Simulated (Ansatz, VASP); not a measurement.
# TaAgS3: VASP beside Ansatz, part 2 of 3

One calculation is typed for both programs; each brings its own data sets. How far apart do they land? The cell is generated by rule, not measured, and may not be a known phase. The cell is taken from a series of runs on this material, whose earlier steps may have relaxed, scaled, displaced or heated it; both programs get it as it stands.

VASP 6.6.1 and Ansatz 0.2.0.

So far: Set-up; Ansatz: relaxation of cell and atoms, PBE, pair 1.

## 3. VASP: relaxation of cell and atoms, PBE, pair 1

Level of this step: PBE; plane waves and PAW (Ag, Ta_pv, S); invented cell (VASP).

The same cell, functional, mesh and smearing now go to VASP, with its own data sets.

Lines of VASP's logs that name or quote its potential files are left out, and so is its time.

INCAR

```
SYSTEM = TaAgS3
PREC = Accurate
ENCUT = 500
EDIFF = 1E-07
NELM = 120
ISMEAR = 1
SIGMA = 0.2
LREAL = .FALSE.
ALGO = Normal
GGA = PE
NBANDS = 50
LASPH = .TRUE.
LORBIT = 11
LWAVE = .FALSE.
LCHARG = .FALSE.
ISIF = 3
IBRION = 2
NSW = 80
EDIFFG = -0.005
GGA_COMPAT = .FALSE.
NELMIN = 4
KPAR = 2
```

POSCAR

```
TaAgS3
1.0
    6.5910690000      0.0000000000      0.0000000000
    0.0000000000      6.5910690000      0.0000000000
    0.0000000000      0.0000000000      4.7064650000
Ag Ta S
2 2 6
Direct
    0.0000000000      0.4999999241      0.0000000000
    0.4999999241      0.0000000000      0.0000000000
    0.0000000000      0.0000000000      0.5000001062
    0.4999999241      0.4999999241      0.5000001062
    0.1615674180      0.6615673421      0.5000001062
    0.8384325820      0.3384326579      0.5000001062
    0.6615673421      0.8384325820      0.5000001062
    0.3384326579      0.1615674180      0.5000001062
    0.0000000000      0.0000000000      0.0000000000
    0.4999999241      0.4999999241      0.0000000000
```

KPOINTS

```
Automatic mesh
0
Gamma
6 6 8
0 0 0
```

The projector-augmented-wave data sets are Ag, Ta_pv and S (PBE family, release 64).

On the command line:

```console
$ mpirun -np 2 vasp_std
```

Numbers of over 12 decimals in the logs are rounded to 6 here.

What it wrote:

```text
[banner, memory and clock lines left out]
running    2 mpi-ranks, on    1 nodes
 distrk:  each k-point on    1 cores,    2 groups
 distr:  one band on    1 cores,    1 groups

 POSCAR found type information on POSCAR AgTaS
 POSCAR found :  3 types and      10 ions
 LDA part: xc-table for (Slater+PW92), standard interpolation
 POSCAR, INCAR and KPOINTS ok, starting setup
 FFT: planning ... GRIDC
 FFT: planning ... GRID_SOFT
 FFT: planning ... GRID
 WAVECAR not read
 entering main loop
       N       E                     dE             d eps       ncg     rms          rms(c)
DAV:   1     0.575629870700E+03    0.57563E+03   -0.37990E+04  5032   0.143E+03
DAV:   2    -0.217020900741E+02   -0.59733E+03   -0.57224E+03  5738   0.343E+02
DAV:   3    -0.628194778957E+02   -0.41117E+02   -0.39949E+02  6272   0.815E+01
DAV:   4    -0.638473007813E+02   -0.10278E+01   -0.10216E+01  5808   0.136E+01
DAV:   5    -0.638758924283E+02   -0.28592E-01   -0.28551E-01  6216   0.224E+00    0.270E+01
DAV:   6    -0.586152323781E+02    0.52607E+01   -0.18800E+01  6284   0.224E+01    0.142E+01
DAV:   7    -0.583672981654E+02    0.24793E+00   -0.28593E+00  5730   0.828E+00    0.933E+00
DAV:   8    -0.582302944328E+02    0.13700E+00   -0.65744E-01  5966   0.487E+00    0.134E+00
DAV:   9    -0.582115289145E+02    0.18766E-01   -0.63158E-02  5786   0.149E+00    0.415E-01
DAV:  10    -0.582116249851E+02   -0.96071E-04   -0.86257E-03  5894   0.372E-01    0.245E-01
DAV:  11    -0.582118211786E+02   -0.19619E-03   -0.78203E-04  6062   0.166E-01    0.146E-01
DAV:  12    -0.582118761444E+02   -0.54966E-04   -0.23288E-04  5934   0.947E-02    0.716E-02
DAV:  13    -0.582118943090E+02   -0.18165E-04   -0.75740E-05  5734   0.499E-02    0.104E-02
DAV:  14    -0.582118943051E+02    0.38654E-08   -0.45615E-06  5892   0.110E-02    0.605E-03
DAV:  15    -0.582118943925E+02   -0.87342E-07   -0.74531E-07  5814   0.332E-03
   1 F= -.58211894E+02 E0= -.58215397E+02  d E =-.582119E+02
[...]
2 F= -.58211928E+02 E0= -.58215436E+02  d E =-.333431E-04
[...]
3 F= -.58211928E+02 E0= -.58215436E+02  d E =-.333934E-04
[...]
4 F= -.58211957E+02 E0= -.58215472E+02  d E =-.295735E-04
 trial-energy change:   -0.000030  1 .order   -0.000030   -0.000037   -0.000023
 step:   2.2389(harm=  2.2389)  dis= 0.00149  next Energy=   -58.211978 (dE=-0.501E-04)
 bond charge predicted
       N       E                     dE             d eps       ncg     rms          rms(c)
DAV:   1    -0.582119560573E+02    0.12848E-05   -0.77729E-03  5028   0.295E-01    0.475E-02
DAV:   2    -0.582119812334E+02   -0.25176E-04   -0.41738E-04  5790   0.755E-02    0.214E-02
DAV:   3    -0.582119776645E+02    0.35689E-05   -0.10082E-05  5874   0.141E-02    0.146E-02
DAV:   4    -0.582119751478E+02    0.25167E-05   -0.43725E-06  5796   0.906E-03    0.621E-03
DAV:   5    -0.582119751498E+02   -0.19581E-08   -0.94440E-07  5712   0.457E-03
   5 F= -.58211975E+02 E0= -.58215501E+02  d E =-.473639E-04
 curvature:  -1.90 expect dE=-0.274E-06 dE for cont linesearch -0.731E-08
 trial: gam= 0.00717 g(F)=  0.184E-07 g(S)=  0.126E-06 ort =-0.541E-06 (trialstep = 0.111E+01)
 search vector abs. value=  0.140E-06
 reached required accuracy - stopping structural energy minimisation
```

OUTCAR, selected parts (step 3):

```text
ion  position               nearest neighbor table
   1  0.000  0.500  0.000-   6 2.79   5 2.79   6 2.79   5 2.79
   2  0.500  0.000  0.000-   8 2.79   7 2.79   8 2.79   7 2.79
   3  0.000  0.000  0.500-   9 2.35   9 2.35   7 2.47   8 2.47   5 2.47   6 2.47
   4  0.500  0.500  0.500-  10 2.35  10 2.35   8 2.47   5 2.47   6 2.47   7 2.47
   5  0.162  0.662  0.500-   4 2.47   3 2.47   1 2.79   1 2.79
   6  0.838  0.338  0.500-   4 2.47   3 2.47   1 2.79   1 2.79
   7  0.662  0.838  0.500-   3 2.47   4 2.47   2 2.79   2 2.79
   8  0.338  0.162  0.500-   4 2.47   3 2.47   2 2.79   2 2.79
   9  0.000  0.000  0.000-   3 2.35   3 2.35
  10  0.500  0.500  0.000-   4 2.35   4 2.35

  LATTYP: Found a simple tetragonal cell.
 ALAT       =     6.5910690000
 C/A-ratio  =     0.7140670201

 Subroutine GETGRP returns: Found 16 space group operations
 (whereof  8 operations were pure point group operations)

The static configuration has the point symmetry C_4h.
 The point group associated with its full space group is D_4h.

 Found     50 irreducible k-points:

   k-points           NKPTS =     50   k-points in BZ     NKDIM =     50   number of bands    NBANDS=     50

   dimension x,y,z NGX =    48 NGY =   48 NGZ =   36
   dimension x,y,z NGXF=    96 NGYF=   96 NGZF=   72

   ENCUT  =  500.0 eV  36.75 Ry    6.06 a.u.  12.02 12.02  8.58*2*pi/ulx,y,z

   NELECT =      80.0000    total number of electrons

 k-points in reciprocal lattice and weights: Automatic mesh
   0.00000000  0.00000000  0.00000000       0.003
   0.16666667  0.00000000  0.00000000       0.014
   0.33333333  0.00000000  0.00000000       0.014
   0.50000000  0.00000000  0.00000000       0.007
   0.16666667  0.16666667  0.00000000       0.014
   0.33333333  0.16666667  0.00000000       0.028
   0.50000000  0.16666667  0.00000000       0.014
   0.33333333  0.33333333  0.00000000       0.014
   0.50000000  0.33333333  0.00000000       0.014
[...]
0.50000000  0.33333333  0.50000000       0.014
   0.50000000  0.50000000  0.50000000       0.003

 average (electrostatic) potential at core
       1 -73.1488       2 -73.1488       3 -39.0580       4 -39.0580       5 -86.6499
       6 -86.6498       7 -86.6498       8 -86.6499       9 -86.5039      10 -86.5040

 E-fermi :   4.6819

 k-point     1 :       0.0000    0.0000    0.0000
  band No.  band energies     occupation
    ...
     38       3.5690      2.00000
     39       4.4417      2.07074
     40       4.4417      2.07074
     41       4.4793      2.05284
     42       4.4793      2.05284
     43       4.9333     -0.07061
     44       5.5600     -0.00000
     45       6.1681     -0.00000
     46       7.0990     -0.00000
     47       7.0990     -0.00000
    ...

 k-point     2 :       0.1667    0.0000    0.0000
  band No.  band energies     occupation
    ...
     38       3.5057      2.00000
     39       3.7598      2.00000
     40       4.2383      2.00743
     41       4.5810      1.74494
     42       4.6949      0.89005
     43       5.4431     -0.00000
     44       5.9550     -0.00000
     45       6.4228     -0.00000
     46       6.9275     -0.00000
     47       6.9332     -0.00000
    ...

 k-point     3 :       0.3333    0.0000    0.0000
  band No.  band energies     occupation
    ...
     36       3.3525      2.00000
     37       3.4540      2.00000
     38       3.5109      2.00000
     39       3.5379      2.00000
     40       3.9980      2.00001
     41       5.0186     -0.03854
     42       5.1832     -0.00225
     43       5.9997     -0.00000
     44       6.4433     -0.00000
     45       6.4868     -0.00000
    ...

  Total       -0.0024131     -0.0024131      0.0037971      0.0000000      0.0000000      0.0000000
  in kB       -0.0189242     -0.0189242      0.0297779      0.0000000      0.0000000      0.0000000
  external PRESSURE =      -0.0026902 kB  Pullay stress =       0.0000000 kB

  energy-cutoff  :      500.00
  volume of cell :      204.30
      direct lattice vectors                 reciprocal lattice vectors
     6.588698586  0.000000000  0.000000000     0.151775041 -0.000000000 -0.000000000
     0.000000000  6.588698586 -0.000000000     0.000000000  0.151775041  0.000000000
     0.000000000  0.000000000  4.706252550    -0.000000000  0.000000000  0.212483285

 POSITION                                       TOTAL-FORCE (eV/Angst)
 -----------------------------------------------------------------------------------
      0.00000      3.29435      4.70625         0.000000      0.000000      0.000000
      3.29435      0.00000      4.70625         0.000000      0.000000      0.000000
      0.00000      0.00000      2.35313        -0.000000      0.000000      0.000000
      3.29435      3.29435      2.35313        -0.000000      0.000000      0.000000
      1.06264      4.35699      2.35313         0.000218      0.000218      0.000000
      5.52606      2.23171      2.35313        -0.000218     -0.000218      0.000000
      4.35699      5.52606      2.35313         0.000218     -0.000218      0.000000
      2.23171      1.06264      2.35313        -0.000218      0.000218      0.000000
      0.00000      0.00000      4.70625         0.000000      0.000000      0.000000
      3.29435      3.29435      4.70625         0.000000      0.000000      0.000000
 -----------------------------------------------------------------------------------
    total drift:                               -0.000161      0.000373     -0.001463

  FREE ENERGIE OF THE ION-ELECTRON SYSTEM (eV)
  ---------------------------------------------------
  free  energy   TOTEN  =       -58.2119751498 eV

  energy  without entropy=      -58.2225523480  energy(sigma->0) =      -58.21550088

 reached required accuracy - stopping structural energy minimisation

 total charge
# of ion       s       p       d       tot
------------------------------------------
    1        0.233   0.138   9.293   9.665
    2        0.233   0.138   9.293   9.665
    3        0.312   6.216   2.200   8.728
    4        0.312   6.216   2.200   8.728
    5        1.340   2.368   0.000   3.708
    6        1.340   2.368   0.000   3.708
    7        1.340   2.368   0.000   3.708
    8        1.340   2.368   0.000   3.708
    9        1.342   2.436   0.000   3.778
   10        1.342   2.436   0.000   3.778
--------------------------------------------------
tot          9.135  27.053  22.987  59.175

[... 3 further parts left out ...]
```

CONTCAR:

```
TaAgS3
   1.00000000000000
     6.5886985861437877    0.0000000000000000    0.0000000000000000
     0.0000000000000000    6.5886985861437877   -0.0000000000000000
     0.0000000000000000    0.0000000000000000    4.7062525499651686
  Ag              Ta              S
     2     2     6
Direct
     0.0000000000000000    0.4999999241000026    1.0000000000000000
     0.4999999241000026    0.0000000000000000    1.0000000000000000
     0.0000000000000000    0.0000000000000000    0.5000001061999981
     0.4999999241000026    0.4999999241000026    0.5000001061999981
     0.1612817263882625    0.6612816504882651    0.5000001061999981
     0.8387182736117375    0.3387183495117349    0.5000001061999981
     0.6612816504882651    0.8387182736117375    0.5000001061999981
     0.3387183495117349    0.1612817263882625    0.5000001061999981
     0.0000000000000000    0.0000000000000000    1.0000000000000000
     0.4999999241000026    0.4999999241000026    1.0000000000000000
```

The run keeps the 16 symmetry operations of its start, so it cannot find a distortion of lower symmetry.

## 4. Side by side

Known differences besides the potentials themselves: the data sets hold 100 valence electrons in Ansatz (on its PAW soft_1 files) and 80 in VASP; the cutoff is 420 eV in Ansatz and 500 eV in VASP; Ansatz adds a Pulay correction to the stress that steers its cell, VASP none. Total energies have different zeros and are not compared.

Compared:

| quantity | Ansatz | VASP | difference |
| --- | --- | --- | --- |
| volume (Å³) | 204.46 | 204.30 | +0.08 % |
| edge a after relaxation, in the typed setting (Å) | 6.591 | 6.589 | +0.04 % |
| edge c after relaxation, in the typed setting (Å) | 4.707 | 4.706 | +0.00 % |

## 5. VASP: relaxation of cell and atoms, PBE, pair 2

The relaxed volume is the usual yardstick between codes: in a stiff, nearly cubic crystal its relative difference is about their pressure difference at one cell divided by the bulk modulus.

INCAR is that of step 3.

POSCAR

```
TaAgS3
1.0
   -3.2879790000      3.2879790000      4.7480660000
    3.2879790000     -3.2879790000      4.7480660000
    3.2879790000      3.2879790000     -4.7480660000
Ag Ta S
2 2 6
Direct
    0.2500000000      0.7500000000      0.5000000000
    0.7500000000      0.2500000000      0.5000000000
    0.0000000000      0.0000000000      0.0000000000
    0.5000000000      0.5000000000      0.0000000000
    0.8366502645      0.3366502645      0.1733005290
    0.1633497355      0.6633497355      0.8266994710
    0.2500000000      0.2500000000      0.0000000000
    0.7499998947      0.7499998947      0.0000000000
    0.6633497355      0.8366502645      0.5000000000
    0.3366502645      0.1633497355      0.5000000000
```

KPOINTS

```
Automatic mesh
0
Gamma
8 8 8
0 0 0
```

On the command line:

```console
$ mpirun -np 2 vasp_std
```

What it wrote:

```text
[... set-up lines as in an earlier step ...]
 entering main loop
       N       E                     dE             d eps       ncg     rms          rms(c)
DAV:   1     0.577061145531E+03    0.57706E+03   -0.38075E+04  6044   0.144E+03
DAV:   2    -0.215614355435E+02   -0.59862E+03   -0.57268E+03  6792   0.339E+02
DAV:   3    -0.627435277985E+02   -0.41182E+02   -0.39995E+02  7276   0.823E+01
DAV:   4    -0.638002182761E+02   -0.10567E+01   -0.10499E+01  6920   0.141E+01
[...]
DAV:  14    -0.580240375530E+02   -0.18598E-06   -0.25761E-06  7000   0.847E-03    0.500E-03
DAV:  15    -0.580240377946E+02   -0.24155E-06   -0.73025E-07  6556   0.346E-03    0.230E-03
DAV:  16    -0.580240377347E+02    0.59890E-07   -0.10502E-07  3982   0.151E-03
   1 F= -.58024038E+02 E0= -.58026069E+02  d E =-.580240E+02
[...]
2 F= -.58024071E+02 E0= -.58026095E+02  d E =-.331169E-04
[...]
3 F= -.58024071E+02 E0= -.58026095E+02  d E =-.334133E-04
[...]
4 F= -.58024103E+02 E0= -.58026131E+02  d E =-.314741E-04
[...]
5 F= -.58024121E+02 E0= -.58026157E+02  d E =-.498643E-04
[...]
reached required accuracy - stopping structural energy minimisation
```

From OUTCAR (step 5):

```text
  Total       -0.0011412     -0.0011412      0.0075908      0.0000000      0.0000000     -0.0000000
  in kB       -0.0089121     -0.0089121      0.0592825      0.0000000      0.0000000     -0.0000000
  external PRESSURE =       0.0138194 kB  Pullay stress =       0.0000000 kB

 POSITION                                       TOTAL-FORCE (eV/Angst)
 -----------------------------------------------------------------------------------
      3.28668      0.00000      2.37394         0.000000      0.000000     -0.000000
      0.00000      3.28668      2.37394         0.000000      0.000000     -0.000000
     -0.00000      0.00000      0.00000         0.000000      0.000000     -0.000000
      0.00000      0.00000      4.74788         0.000000      0.000000      0.000000
     -1.07177      2.21491      4.74788        -0.000486     -0.000486     -0.000000
      4.35845      1.07177      0.00000         0.000486      0.000486     -0.000000
      0.00000      0.00000      2.37394         0.000000     -0.000000      0.000000
      0.00000      0.00000      7.12181        -0.000000     -0.000000     -0.000000
      2.21491      1.07177      4.74788        -0.000486      0.000486      0.000000
      1.07177      2.21491      0.00000         0.000486     -0.000486      0.000000
 -----------------------------------------------------------------------------------
    total drift:                                0.000000      0.000000      0.000260

  FREE ENERGIE OF THE ION-ELECTRON SYSTEM (eV)
  ---------------------------------------------------
  free  energy   TOTEN  =       -58.0241210123 eV

  energy  without entropy=      -58.0302297550  energy(sigma->0) =      -58.02615726

[... 1 part as in an earlier step ...]

[... 3 further parts left out ...]
[key lines of the parts left out:]
E-fermi :   4.6791
```

## 6. Ansatz: relaxation of cell and atoms, PBE, pair 2

The same cell, functional, mesh and smearing now go to Ansatz, which takes its cutoff from its data sets.

The cell is taken from a series of runs on this material, whose earlier steps may have relaxed, scaled, displaced or heated it; both programs get it as it stands.

input.yaml

```yaml
crystal:
  lattice:
    - [-3.2879790049, 3.2879790049, 4.7480655501]
    - [3.2879790049, -3.2879790049, 4.7480655501]
    - [3.2879790049, 3.2879790049, -4.7480655501]
  atoms:
    - { symbol: Ag, position: [0.25, 0.75, 0.5] }
    - { symbol: Ag, position: [0.75, 0.25, 0.5] }
    - { symbol: Ta, position: [0.0, 0.0, 0.0] }
    - { symbol: Ta, position: [0.5, 0.5, 0.0] }
    - { symbol: S, position: [0.8366502588, 0.3366502588, 0.1733005176] }
    - { symbol: S, position: [0.1633497412, 0.6633497412, 0.8266994824] }
    - { symbol: S, position: [0.25, 0.25, 0.0] }
    - { symbol: S, position: [0.75, 0.75, 0.0] }
    - { symbol: S, position: [0.6633497412, 0.8366502588, 0.5] }
    - { symbol: S, position: [0.3366502588, 0.1633497412, 0.5] }
kpoints:
  mp_grid: { grid: [8, 8, 8] }
hamiltonian:
  xc: pbe
  pseudopotentials: { kind: paw, azcp: { folder: soft_1 } }
scf:
  occupations: { method: methfessel_paxton, width: 0.2 }
output:
  forces: true
  stress: true
  eigenvalues: true
relax:
  adjacent_minimum: "off"
  f_tol: 0.001
  max_steps: 60
  cell: { stress_tol: 0.01 }
```

On the command line:

```console
$ ansatz run input.yaml --threads 4 --pin off --max-ram 16384MiB --backend cpu --events-out ev --progress --plain --runs-dir out
```

What it wrote:

```text
[...]
Crystal: 10 atoms, lattice volume = 205.322 Å³
Basis set: ecut = 420 eV, 3967 PW (Γ), exchange–correlation on 90×90×90 points (8 copies of the dense FFT grid, shifted against one another)
Bands: 60, of which v1, the nominal top of the filled ones, is band 50 counted from 1 (49 counted from 0)
Symmetry: 16 space group operations
[...]
k-points: 59 of 512
[...]
- { symbol: Ta, position: [0.0, 0.0, 0.0] }
    - { symbol: Ta, position: [0.500000, 0.500000, 0.0] }
    - { symbol: S, position: [0.8366502588, 0.3366502588, 0.1733005176] }
    - { symbol: S, position: [0.1633497412, 0.663350, 0.826699] }
    - { symbol: S, position: [0.250000, 0.250000, 0.0] }
    - { symbol: S, position: [0.750000, 0.750000, 0.0] }
    - { symbol: S, position: [0.663350, 0.8366502588, 0.5] }
    - { symbol: S, position: [0.336650, 0.1633497412, 0.500000] }
[key lines of the parts left out:]
SCF converged after 6 iterations
Free energy (F): -40464.403976 eV
Fermi energy:    9.144927 eV
P = ⅓ Tr σ = -0.0069 GPa (-0.069 kbar)
```

## 7. Side by side

What differs besides the data sets and the points named for the pairs above, as far as they apply: the data sets hold 100 valence electrons in Ansatz (on its PAW soft_1 files) and 80 in VASP. Total energies have different zeros and are not compared.

Both answers:

| quantity | Ansatz | VASP | difference |
| --- | --- | --- | --- |
| volume (Å³) | 205.32 | 205.15 | +0.08 % |
| edge a after relaxation, in the typed setting (Å) | 6.646 | 6.644 | +0.02 % |

(Continued in part 3 of 3.)

[Lines on the potential files, build, host, timing and source positions are cut from VASP's logs without a mark.]

[Logs are printed without paths, hosts, clocks, repeated set-up lines and the standing remarks that a program may print on its own settings, such as how far it seeks lower states.]

[Hosts, paths, dates, database ids (printed as entryN), source tags and the programs' standing remarks are cut or masked in the printed files.]
